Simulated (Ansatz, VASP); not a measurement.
# P: VASP beside Ansatz, part 2 of 2

Wanted: the spread between two codes on one cell, functional and k mesh. The cell is taken from a series of runs on this material, whose earlier steps may have relaxed, scaled, displaced or heated it; both programs get it as it stands.

VASP 6.6.1 and Ansatz 0.2.0.

So far: Set-up; VASP: single point, PBE, pair 1; Ansatz: single point, PBE, pair 1; Comparison; VASP: single point, PBE, pair 2.

### 6. Ansatz: single point, PBE, pair 2

Level of this step: Ansatz beside VASP: Kohn-Sham DFT, plane waves, PBE (Ansatz).

The same cell, functional, mesh and smearing now go to Ansatz, which takes its cutoff from its data sets.

The cell is taken from a series of runs on this material, whose earlier steps may have relaxed, scaled, displaced or heated it; both programs get it as it stands.

input.yaml

```yaml
crystal:
  lattice:
    - [3.3135769554, 0.0, 0.0]
    - [-1.6567884777, 2.8696418207, 0.0]
    - [0.0, 0.0, 25.7]
  atoms:
    - { symbol: P, position: [0.3333333333, 0.6666666667, 0.4760319891] }
    - { symbol: P, position: [0.6666666667, 0.3333333333, 0.5239680109] }
  periodic: [true, true, false]
kpoints:
  mp_grid: { grid: [6, 6, 1] }
  band_path:
    path:
      - [0.0, 0.0, 0.0]
      - [0.5, 0.0, 0.0]
      - [0.3333333333, 0.3333333333, 0.0]
      - [0.1666666667, 0.1666666667, 0.0]
      - [0.35, 0.0, 0.0]
      - [0.3, 0.0, 0.0]
    npoints: 1
hamiltonian:
  xc: pbe
  pseudopotentials: { kind: paw, azcp: { folder: soft_1 } }
scf:
  occupations: { method: fermi_dirac, width: 0.02 }
  n_extra_bands: 4
output:
  eigenvalues: true
```

Launch:

```sh
ansatz run input.yaml --threads 4 --pin off --max-ram 17510MiB --backend cpu --events-out ev --progress --plain --runs-dir out
```

Numbers of over 12 decimals in the logs are rounded to 6 here.

The log of the run:

```text
[...]
Crystal: 2 atoms, lattice volume = 244.376 Å³
Basis set: ecut = 420 eV, 4849 PW (Γ)
Bands: 9, of which v1, the nominal top of the filled ones, is band 5 counted from 1 (4 counted from 0)
Symmetry: 12 space group operations
[...]
k-points: 7 of 36
[...]
SCF iter   1: F=—  HF=-1511.391012 eV  |F-HF|=—  |Δ(HF+E_count)|=         —  Δρ=1.55e-2  dr2=4.29e-1  ethr=3.10e-3  ⟨swp⟩=14.3  Hψ=979  notcnv=0
[...]
SCF iter   7: F=-1511.294431 eV  HF=-1511.294431 eV  |F-HF|=3.59e-8  |Δ(HF+E_count)|=   1.89e-7  Δρ=4.84e-6  dr2=6.29e-8  ethr=1.00e-9  ⟨swp⟩=8.1  Hψ=376  notcnv=0
SCF 1 converged in 7 iterations: F = -1511.294431 eV  dr2 = 6.29e-8
[...]
NSCF: frozen V_eff on 6 k-points
SCF converged after 7 iterations
Free energy (F): -1511.294431 eV
[...]
Internal energy: -1511.294431 eV  (E = F + TS)
E sigma→0 (E₀):  -1511.294431 eV
Fermi energy:    -5.208776 eV
[...]
--- Band table (eV; the first three rows and the last of 7) ---
[...]
° read free of the cell's end (the report's vacuum.weakly_bound_levels)
```

### 7. Side by side

Both answers:

| quantity | Ansatz | VASP | difference |
| --- | --- | --- | --- |
| gap on the k mesh (eV) | 1.854 | 1.897 | -0.043 |

A gap on the mesh is an upper bound, since the band edges may lie between its points. With vacuum in the cell, a pressure given here is an average over mostly empty space and none of the material.

### 8. VASP: single point, PBE, pair 3

A single point gives forces, pressure and levels at one fixed geometry, so differences don't come from the geometry; what else differs is listed under the comparison.

INCAR

```
SYSTEM = P
PREC = Accurate
ENCUT = 400
EDIFF = 1E-06
NELM = 120
ISMEAR = -1
SIGMA = 0.02
LREAL = .FALSE.
ALGO = Normal
GGA = PE
NBANDS = 11
LORBIT = 11
LWAVE = .FALSE.
LCHARG = .FALSE.
ISIF = 2
LDIPOL = .TRUE.
IDIPOL = 3
DIPOL = 0.5 0.5 0.5
LVHAR = .TRUE.
LASPH = .TRUE.
GGA_COMPAT = .FALSE.
EFERMI = MIDGAP
NELMDL = -8
```

POSCAR

```
P
1.0
    3.3791923406      0.0000000000      0.0000000000
   -1.6895961703      2.9264664112      0.0000000000
    0.0000000000      0.0000000000     25.7000000000
P
2
Direct
    0.3333333333      0.6666666667      0.4762863133
    0.6666666666      0.3333333334      0.5237136867
```

KPOINTS

```
Automatic mesh
0
Gamma
6 6 1
0 0 0
```

Potentials, in the order of the species: P (PBE family, release 64).

Launch:

```sh
mpirun -np 1 vasp_std
```

The log of the run:

```text
[... set-up lines as in an earlier step ...]
 entering main loop
       N       E                     dE             d eps       ncg     rms          rms(c)
DAV:   1     0.632304951509E+02    0.63230E+02   -0.24709E+03   154   0.473E+02
DAV:   2    -0.350503276830E+01   -0.66736E+02   -0.58176E+02   254   0.945E+01
DAV:   3    -0.106618689968E+02   -0.71568E+01   -0.71382E+01   219   0.400E+01
DAV:   4    -0.107487596802E+02   -0.86891E-01   -0.86860E-01   246   0.566E+00
[...]
DAV:  20    -0.106697189295E+02   -0.29655E-05   -0.64874E-08   188   0.637E-04    0.307E-04
DAV:  21    -0.106697204844E+02   -0.15549E-05   -0.23288E-08   153   0.433E-04    0.698E-05
DAV:  22    -0.106697208868E+02   -0.40240E-06   -0.35222E-09   126   0.189E-04
   1 F= -.10669721E+02 E0= -.10669721E+02  d E =-.171299E-19
```

From OUTCAR (step 8):

```text
  Total       -1.3797227     -1.3797227     -0.0948604      0.0000000      0.0000000      0.0000000
  in kB       -8.6978680     -8.6978680     -0.5980069      0.0000000      0.0000000      0.0000000
  external PRESSURE =      -5.9979143 kB  Pullay stress =       0.0000000 kB

 POSITION                                       TOTAL-FORCE (eV/Angst)
 -----------------------------------------------------------------------------------
     -0.00000      1.95098     12.24056         0.000000      0.000000      0.074915
      1.68960      0.97549     13.45944        -0.000000     -0.000000     -0.074915
 -----------------------------------------------------------------------------------
    total drift:                                0.000000     -0.000000     -0.000000

  FREE ENERGIE OF THE ION-ELECTRON SYSTEM (eV)
  ---------------------------------------------------
  free  energy   TOTEN  =       -10.6697208868 eV

  energy  without entropy=      -10.6697208868  energy(sigma->0) =      -10.66972089

[... 1 part as in an earlier step ...]

[... 2 further parts left out ...]
[key lines of the parts left out:]
E-fermi :  -3.4869
```

### 9. Ansatz: single point, PBE, pair 3

The same cell, functional, mesh and smearing now go to Ansatz, which takes its cutoff from its data sets.

The cell is taken from a series of runs on this material, whose earlier steps may have relaxed, scaled, displaced or heated it; both programs get it as it stands.

input.yaml, the sections that differ from step 6:

```yaml
crystal:
  lattice:
    - [3.3791923406, 0.0, 0.0]
    - [-1.6895961703, 2.9264664112, 0.0]
    - [0.0, 0.0, 25.7]
  atoms:
    - { symbol: P, position: [0.3333333333, 0.6666666667, 0.4762863133] }
    - { symbol: P, position: [0.6666666667, 0.3333333333, 0.5237136867] }
  periodic: [true, true, false]
output:
  eigenvalues: true
  write_density: true
  write_potential: true
  elf: true
  volumetric_format: npy
# kpoints, hamiltonian, scf: as in step 6
```

Launch:

```sh
ansatz run input.yaml --threads 4 --pin off --max-ram 17510MiB --backend cpu --events-out ev --progress --plain --runs-dir out
```

The log of the run:

```text
[...]
Crystal: 2 atoms, lattice volume = 254.150 Å³
Basis set: ecut = 420 eV, 5017 PW (Γ)
Bands: 9, of which v1, the nominal top of the filled ones, is band 5 counted from 1 (4 counted from 0)
Symmetry: 12 space group operations
[...]
k-points: 7 of 36
[...]
SCF converged after 7 iterations
Free energy (F): -1511.261420 eV
[...]
Internal energy: -1511.261420 eV  (E = F + TS)
E sigma→0 (E₀):  -1511.261420 eV
Fermi energy:    -5.226758 eV
[...]
--- Band table (eV; the first three rows and the last of 7) ---
[...]
```

### 10. Side by side

The two programs side by side:

| quantity | Ansatz | VASP | difference |
| --- | --- | --- | --- |
| gap on the k mesh (eV) | 1.737 | 1.778 | -0.041 |

A gap on the mesh is an upper bound, since the band edges may lie between its points. With vacuum in the cell, a pressure given here is an average over mostly empty space and none of the material.

### 11. Summary of results

```json
{
 "difference in gap on the k mesh (single point, PBE, pair 1)": "-0.044 eV",
 "difference in gap on the k mesh (single point, PBE, pair 2)": "-0.043 eV",
 "difference in gap on the k mesh (single point, PBE, pair 3)": "-0.041 eV"
}
```

What this shows: The difference in gap on the k mesh is -0.044 eV (single point, PBE, pair 1), within the 0.08 eV picked in this series as the mark of a large difference. 2 further runs of this series are not shown here. Such differences can come from data sets, numerical settings and the points named under the comparisons, not from the functional's error against experiment.

[Lines on the potential files, build, host, timing and source positions are cut from VASP's logs without a mark.]

[Logs are printed without paths, hosts, clocks, repeated set-up lines and the standing remarks that a program may print on its own settings, such as how far it seeks lower states.]

[Hosts, paths, dates, database ids (printed as entryN), source tags and the programs' standing remarks are cut or masked in the printed files.]
